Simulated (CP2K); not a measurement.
HfC under changes of volume

One of the cells (12.568 Å³/atom); the others are scaled copies at fixed shape and fractional positions:

```
Hf C
1.0
     3.28805    0.00000    0.00000
     1.64402    2.84753    0.00000
     1.64402    0.94918    2.68468
Hf C
1 1
Direct
  0.50000 0.50000 0.50000
  0.00000 0.00000 0.00000
```

```yaml
Program: CP2K 2026.2
Functional: LDA
Potentials_or_basis: GTH_POTENTIALS Hf GTH-PADE-q12, C GTH-PADE-q4; TZVP-MOLOPT-PBE-GTH basis
Density_cutoff: 6123 eV
k_mesh: 10 × 10 × 10
Occupations: fermi-dirac, width 0.1 eV
Spin: no spin polarisation
```

```tsv
volume (Å³/atom)	energy over the lowest point (meV/atom)	pressure (GPa)
11.814	0.00	-39.5
12.065	65.46	-43.7
12.317	136.50	-47.0
12.568	211.81	-49.4
12.819	289.88	-51.4
13.071	372.10	-52.4
13.322	?	?
```

**Question.** What does the run at 13.322 Å³/atom give?

**Answer.** Energy over the lowest point 455.03 meV/atom; pressure -53.3 GPa.

Worked out: A Birch-Murnaghan fit of order 3 (a polynomial in V^(-2/3)) to the other rows has no minimum within the range. It gives 456.00 meV/atom at 13.322 Å³/atom, against the run's 455.03, and -dE/dV = -54.3 GPa, against -53.3.

Energies are extrapolated to zero smearing.

Caveats: the basis of atomic orbitals isn't converged, which shifts pressures, moduli and gaps.
